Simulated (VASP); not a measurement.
The system is Rh.

```
Rh
1.0
     2.69235    0.00000    0.00000
    -1.34617    2.33164    0.00000
     0.00000    0.00000    4.39661
Rh
2
Direct
  0.33333 0.66667 0.25000
  0.66667 0.33333 0.75000
```

This isn't the form of Rh at room conditions, which is fcc.

```yaml
Program: VASP 6.6.1
Task: relaxation of cell and atoms
Functional: r2SCAN
Dispersion: rVV10
Potentials_or_basis: VASP PAW PBE potentials, release 64 (Rh_pv)
Cutoff: 600 eV
k_mesh: 18 × 18 × 10
Occupations: gaussian, width 0.1 eV
Spin: no spin polarisation
```

At the start: pressure -2.1 GPa; volume 13.80 Å³/atom.

Q: How do energy, volume and symmetry change on relaxing?

A: Over 8 steps the energy falls by 2.3 meV/atom and the volume is 13.70 Å³/atom (-0.7 %); space group P6_3/mmc (No. 194, to 0.05 Å).

Step by step:
```tsv
step	energy change (eV)	largest force (eV/Å)	pressure (GPa)	volume (Å³)
1	0.0000	0.0000	-2.06	27.60
2	0.0043	0.0000	5.73	26.89
3	-0.0034	0.0000	0.93	27.31
4	-0.0044	0.0000	-0.29	27.43
5	-0.0047	0.0000	0.06	27.40
6	-0.0047	0.0000	0.04	27.40
7	-0.0047	0.0000	-0.08	27.41
8	-0.0047	0.0000	0.00	27.40
```

Final structure:
```xyz
2
Lattice="2.6992 0.0000 0.0000 -1.3496 2.3376 0.0000 0.0000 0.0000 4.3430" Properties=species:S:1:pos:R:3 pbc="T T T"
Rh    0.0000    1.5584    1.0858
Rh    1.3496    0.7792    3.2573
```

Caveat: the PAW data sets were made with another functional, which shifts forces and pressure a little.
